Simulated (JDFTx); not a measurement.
# Si (P6/mmm) in JDFTx: convergence with smearing width

Aim: find how far smearing width must go before the results for Si settle, at RPBE. This setting moves, with any that are tied to it; all else stays.

All numbers are computed with JDFTx 1.7.0 (patched build); they aren't measurements. Logs are shortened: lines on timing, memory, paths and dates and some standing lists are left out, and cuts for length are marked. The log counts tension as positive stress, the text compression.

## Step 1: Starting point

Symmetry: P6/mmm, No. 191, hexagonal system. The conventional cell has a = 2.621 Å, b = 2.621 Å, c = 2.466 Å, α = 90.00°, β = 90.00°, γ = 120.00°. Si (site symmetry 6/mmm) has 8 Si at 2.47 to 2.62 Å as nearest neighbours.

This isn't the form of Si at room conditions, which is diamond.

## Step 2: With smearing width 0.3 eV

Contents of Si.in:

```
lattice \
    4.9521082180    -2.4760541091     0.0000000000 \
    0.0000000000     4.2886515191     0.0000000000 \
    0.0000000000     0.0000000000     4.6607343234
coords-type Lattice
ion Si     0.0000000000     0.0000000000     0.0000000000 1

ion-species pseudo/Si.upf
elec-cutoff 40
elec-ex-corr gga-x-rpbe gga-c-pbe
kpoint-folding 12 12 11
elec-smearing Fermi 0.011024797
elec-n-bands 7
electronic-SCF nIterations 100 energyDiffThreshold 1e-09
electronic-minimize nIterations 30 energyDiffThreshold 1e-7
forces-output-coords Cartesian

dump-name run.$VAR
dump End Ecomponents EigStats BandEigs Kpoints Forces Stress
```

Potentials or basis: SG15-PBE-1.2 with smoothed tails.

Command:

```console
$ jdftx -c 1 -i Si.in -o Si.out
```

Wall time 31 s (1 thread of Arm Neoverse V1, shared host); peak memory 0.06 GiB.

Results:

- Free energy: -107.0469 eV
- Pressure: 4.1 GPa
- Band gap on the k mesh: none (metal or under the smearing width)

## Step 3: With smearing width 0.2 eV

Si.in: that of step 2 with these lines changed.

```diff
@@ -11,3 +11,3 @@
 kpoint-folding 12 12 11
-elec-smearing Fermi 0.011024797
+elec-smearing Fermi 0.0073498644
 elec-n-bands 7
```

Potentials or basis: SG15-PBE-1.2 with smoothed tails.

Command:

```console
$ jdftx -c 1 -i Si.in -o Si.out
```

Wall time 27 s (1 thread of Arm Neoverse V1, shared host); peak memory 0.06 GiB.

Results:

| Quantity | Value |
| --- | --- |
| Free energy | -107.0176 eV |
| Pressure | 3.9 GPa |
| Band gap on the k mesh | none (metal or under the smearing width) |

## Step 4: With smearing width 0.15 eV

Si.in: that of step 3 with these lines changed.

```diff
@@ -11,3 +11,3 @@
 kpoint-folding 12 12 11
-elec-smearing Fermi 0.0073498644
+elec-smearing Fermi 0.0055123983
 elec-n-bands 7
```

Command:

```console
$ jdftx -c 1 -i Si.in -o Si.out
```

It took 25 s on 1 thread of Arm Neoverse V1, shared host; peak memory 0.06 GiB.

What came out:

```
Free energy            : -107.0074 eV
Pressure               : 3.8 GPa
Band gap on the k mesh : none (metal or under the smearing width)
```

## Step 5: With smearing width 0.1 eV

Si.in: that of step 4 with these lines changed.

```diff
@@ -11,3 +11,3 @@
 kpoint-folding 12 12 11
-elec-smearing Fermi 0.0055123983
+elec-smearing Fermi 0.0036749322
 elec-n-bands 7
```

Command:

```console
$ jdftx -c 1 -i Si.in -o Si.out
```

Run time: 25 s. Hardware: 1 thread of Arm Neoverse V1, shared host; peak memory 0.06 GiB.

Results:

```yaml
Free_energy: -107.0000 eV
Pressure: 3.7 GPa
Band_gap_on_the_k_mesh: none (metal or under the smearing width)
```

## Step 6: With smearing width 0.05 eV

Si.in: that of step 5 with these lines changed.

```diff
@@ -11,3 +11,3 @@
 kpoint-folding 12 12 11
-elec-smearing Fermi 0.0036749322
+elec-smearing Fermi 0.0018374661
 elec-n-bands 7
```

Potentials or basis: SG15-PBE-1.2 with smoothed tails.

Command:

```console
$ jdftx -c 1 -i Si.in -o Si.out
```

Run time: 24 s. Hardware: 1 thread of Arm Neoverse V1, shared host; peak memory 0.06 GiB.

Results (log left out):

| Quantity | Value |
| --- | --- |
| Free energy | -106.9955 eV |
| Pressure | 3.7 GPa |
| Band gap on the k mesh | none (metal or under the smearing width) |

## Step 7: With smearing width 0.025 eV

Si.in: that of step 6 with these lines changed.

```diff
@@ -11,3 +11,3 @@
 kpoint-folding 12 12 11
-elec-smearing Fermi 0.0018374661
+elec-smearing Fermi 0.00091873305
 elec-n-bands 7
```

Command:

```console
$ jdftx -c 1 -i Si.in -o Si.out
```

Run time: 26 s. Hardware: 1 thread of Arm Neoverse V1, shared host; peak memory 0.06 GiB.

It converged, with:

```
Free energy            : -106.9943 eV
Pressure               : 3.7 GPa
Band gap on the k mesh : none (metal or under the smearing width)
```

## Step 8: With smearing width 0.01 eV

Si.in: that of step 7 with these lines changed.

```diff
@@ -11,3 +11,3 @@
 kpoint-folding 12 12 11
-elec-smearing Fermi 0.00091873305
+elec-smearing Fermi 0.00036749322
 elec-n-bands 7
```

Potentials or basis: SG15-PBE-1.2 with smoothed tails.

Command:

```console
$ jdftx -c 1 -i Si.in -o Si.out
```

The program printed:

```text
*************** JDFTx 1.7.0 (patched build) ***************

Input parsed successfully to the following command list (including defaults):
[... the input with its defaults ...]

---------- Setting up symmetries ----------

Found 24 point-group symmetries of the bravais lattice
Found 24 space-group symmetries with basis
Applied RMS atom displacement 0 bohrs to make symmetries exact.

---------- Initializing the Grid ----------
R =
[      4.95211     -2.47605            0  ]
[            0      4.28865            0  ]
[            0            0      4.66073  ]
unit cell volume = 98.9841
G =
[    1.26879   0.732536         -0  ]
[          0    1.46507          0  ]
[          0         -0    1.34811  ]
Minimum fftbox size, Smin = [  32  32  28  ]
Chosen fftbox size, S = [  32  32  28  ]

---------- Exchange Correlation functional ----------
Initialized LibXC exchange functional 'Hammer, Hansen, and Norskov'
Initialized LibXC correlation functional 'Perdew, Burke & Ernzerhof'

---------- Setting up pseudopotentials ----------
Width of ionic core gaussian charges (only for fluid interactions / plotting) set to 0

Reading pseudopotential file 'pseudo/Si.upf':
  'Si' pseudopotential, 'PBE' functional
  Generated using ONCVPSP code by D. R. Hamann
  4 valence electrons, 0 orbitals, 4 projectors, 602 radial grid points, with lMax = 1
  Core radius for overlap checks: 2.98 bohrs.

Initialized 1 species with 1 total atoms.

Folded 1 k-points by 12x12x11 to 1584 k-points.

---------- Setting up k-points, bands, fillings ----------
Reduced to 114 k-points under symmetry.
Computing the number of bands and number of electrons
Calculating initial fillings.
nElectrons:   4.000000   nBands: 7   nStates: 114

----- Setting up reduced wavefunction bases (one per k-point) -----
average nbasis = 1196.201 , ideal nbasis = 1196.050

---------- Setting up ewald sum ----------
Optimum gaussian width for ewald sums = 1.845434 bohr.
Real space sum over 1859 unit cells with max indices [  6  6  5  ]
Reciprocal space sum over 1859 terms with max indices [  6  6  5  ]

---------- Allocating electronic variables ----------
Initializing wave functions:  (No orbitals for LCAO)  bandwidth-limited random numbers

Setting the auxilliary hamiltonian equal to the subspace hamiltonian.

-------- Electronic minimization -----------
Will mix electronic density at each iteration.
	FillingsUpdate:  mu: +0.415629257  nElectrons: 4.000000
	FillingsUpdate:  mu: +0.360040447  nElectrons: 4.000000
SCF: Cycle:  0   F: -3.926970033484144   dF: -7.417e-01   |Residual|: 1.384e-01   |deigs|: 1.205e-01
	FillingsUpdate:  mu: +0.365388276  nElectrons: 4.000000
SCF: Cycle:  1   F: -3.930546381028497   dF: -3.576e-03   |Residual|: 7.796e-02   |deigs|: 1.297e-02
	FillingsUpdate:  mu: +0.374525179  nElectrons: 4.000000
SCF: Cycle:  2   F: -3.931866529324855   dF: -1.320e-03   |Residual|: 3.158e-03   |deigs|: 7.358e-03
	FillingsUpdate:  mu: +0.374678785  nElectrons: 4.000000
SCF: Cycle:  3   F: -3.931943039525642   dF: -7.651e-05   |Residual|: 1.230e-03   |deigs|: 1.343e-03
	FillingsUpdate:  mu: +0.374697576  nElectrons: 4.000000
SCF: Cycle:  4   F: -3.931951231881135   dF: -8.192e-06   |Residual|: 5.271e-04   |deigs|: 7.375e-04
	FillingsUpdate:  mu: +0.374690570  nElectrons: 4.000000
SCF: Cycle:  5   F: -3.931952368389942   dF: -1.137e-06   |Residual|: 6.801e-05   |deigs|: 1.971e-04
	FillingsUpdate:  mu: +0.374682050  nElectrons: 4.000000
SCF: Cycle:  6   F: -3.931952760452159   dF: -3.921e-07   |Residual|: 3.701e-05   |deigs|: 1.732e-04
	FillingsUpdate:  mu: +0.374682154  nElectrons: 4.000000
SCF: Cycle:  7   F: -3.931952888829797   dF: -1.284e-07   |Residual|: 4.355e-05   |deigs|: 1.378e-04
	FillingsUpdate:  mu: +0.374683805  nElectrons: 4.000000
SCF: Cycle:  8   F: -3.931952928997441   dF: -4.017e-08   |Residual|: 6.577e-05   |deigs|: 1.071e-04
	FillingsUpdate:  mu: +0.374680512  nElectrons: 4.000000
SCF: Cycle:  9   F: -3.931952940419034   dF: -1.142e-08   |Residual|: 3.224e-05   |deigs|: 8.310e-05
	FillingsUpdate:  mu: +0.374674334  nElectrons: 4.000000
SCF: Cycle: 10   F: -3.931952940453478   dF: -3.444e-11   |Residual|: 8.921e-05   |deigs|: 1.992e-04
	FillingsUpdate:  mu: +0.374674502  nElectrons: 4.000000
SCF: Cycle: 11   F: -3.931952940487077   dF: -3.360e-11   |Residual|: 8.971e-05   |deigs|: 2.227e-04
SCF: Converged (|Delta E|<1.000000e-09 for 2 iters).

Setting wave functions to eigenvectors of Hamiltonian

# Stress tensor in Cartesian coordinates [Eh/a0^3]:
[  -6.3594e-05            0            0  ]
[            0  -6.3594e-05            0  ]
[            0            0 -0.000245009  ]

# Ionic positions in lattice coordinates:
ion Si   0.000000000000000   0.000000000000000   0.000000000000000 1

# Forces in Cartesian coordinates:
force Si  -0.000000000000000   0.000000000000000   0.000000000000000 1

# Energy components:
   Eewald =       -4.9470749660686621
       EH =        0.0390036941901519
     Eloc =       -0.2757912377680933
      Enl =        0.8943694282185635
      Exc =       -1.2314106407506860
       KE =        1.5889585807913518
-------------------------------------
     Etot =       -3.9319451413873736
       TS =        0.0000077990997041
-------------------------------------
        F =       -3.9319529404870774

IonicMinimize: Iter:   0  F: -3.931952940487077  |grad|_K:  0.000e+00
IonicMinimize: Converged (|grad|_K<1.000000e-04).

Dumping 'run.eigStats' ...
	eMin: -0.143091 at state 0 ( [ +0.000000 +0.000000 +0.000000 ] spin 0 )
	HOMO: +0.374613 at state 107 ( [ +0.250000 +0.333333 +0.454545 ] spin 0 )
	mu  : +0.374675
	LUMO: +0.376817 at state 90 ( [ +0.166667 +0.416667 +0.000000 ] spin 0 )
	eMax: +1.200030 at state 113 ( [ +0.333333 +0.333333 +0.454545 ] spin 0 )
	HOMO-LUMO gap: +0.002203
	Optical gap  : +0.063569 at state 100 ( [ +0.250000 +0.250000 +0.363636 ] spin 0 )
Done!
```

It took 23 s on 1 thread of Arm Neoverse V1, shared host; peak memory 0.06 GiB.

What came out:

```yaml
Free_energy: -106.9939 eV
Pressure: 3.7 GPa
Band_gap_on_the_k_mesh: none (metal or under the smearing width)
```

## Step 9: Summary

| smearing width | energy less the tightest run, at zero smearing (meV/atom) | pressure (GPa) | SCF cycles | CPU time (s) | peak memory (GiB) |
| --- | --- | --- | --- | --- | --- |
| 0.3 eV | 0.23 | 4.14 | 17 | 31 | 0.06 |
| 0.2 eV | -0.53 | 3.90 | 15 | 27 | 0.06 |
| 0.15 eV | -0.47 | 3.80 | 14 | 25 | 0.06 |
| 0.1 eV | -0.29 | 3.72 | 14 | 25 | 0.06 |
| 0.05 eV | -0.12 | 3.67 | 13 | 23 | 0.06 |
| 0.025 eV | -0.08 | 3.66 | 15 | 26 | 0.06 |
| 0.01 eV | 0.00 | 3.65 | 12 | 23 | 0.06 |

Against the tightest run, the energy stays within 1 meV/atom from 0.3 eV on; the pressure stays within 0.1 GPa from 0.1 eV on. Narrower smearing needs a denser k mesh, so at a fixed mesh the narrowest width isn't the most accurate. The tightest run that finished is the yardstick and may itself not be fully converged.

Caveats: the potentials were made for another functional, which shifts forces and pressure.
